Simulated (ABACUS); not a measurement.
CdTe:

```xyz
2
Lattice="0.0000 3.2050 3.2050 3.2050 0.0000 3.2050 3.2050 3.2050 0.0000" Properties=species:S:1:pos:R:3 pbc="T T T"
Te    4.8075    4.8075    4.8075
Cd    0.0000    0.0000    0.0000
```

| Property | Result |
| --- | --- |
| Program | ABACUS 3.10.1 |
| Task | relaxation of cell and atoms |
| Functional | OLYP |
| Potentials or basis | Ansatz NC PBE |
| Cutoff | 1129 eV |
| Density cutoff | 4517 eV |
| Basis | plane waves |
| k mesh | 6 × 6 × 6 |
| Occupations | fermi-dirac, width 0.05 eV |
| Spin | no spin polarisation |

At the start: pressure 6.0 GPa; volume 32.92 Å³/atom.

How do energy, volume and symmetry change on relaxing?

Over 3 steps the energy falls by 86.5 meV/atom and the volume is 38.15 Å³/atom (+15.9 %); space group F-43m (No. 216, to 0.05 Å).

The path:
| step | energy change (eV) | largest force (eV/Å) | pressure (GPa) | volume (Å³) |
| --- | --- | --- | --- | --- |
| 1 | 0.0000 | 0.0000 | 6.00 | 65.84 |
| 2 | -0.1667 | 0.0000 | -0.85 | 78.80 |
| 3 | -0.1729 | 0.0000 | 0.08 | 76.31 |

Final structure:
```
Te Cd
1.0
     0.00000    3.36651    3.36651
     3.36651    0.00000    3.36651
     3.36651    3.36651    0.00000
Te Cd
1 1
Cartesian
  5.0498 5.0498 5.0498
  0.0000 0.0000 0.0000
```

Caveat: the volume moved by over 15 % at a fixed basis, so the end points are rough; the potentials were made for another functional, which shifts forces and pressure; the volume moved by +16 % from the deposited cell, more than functionals usually miss.
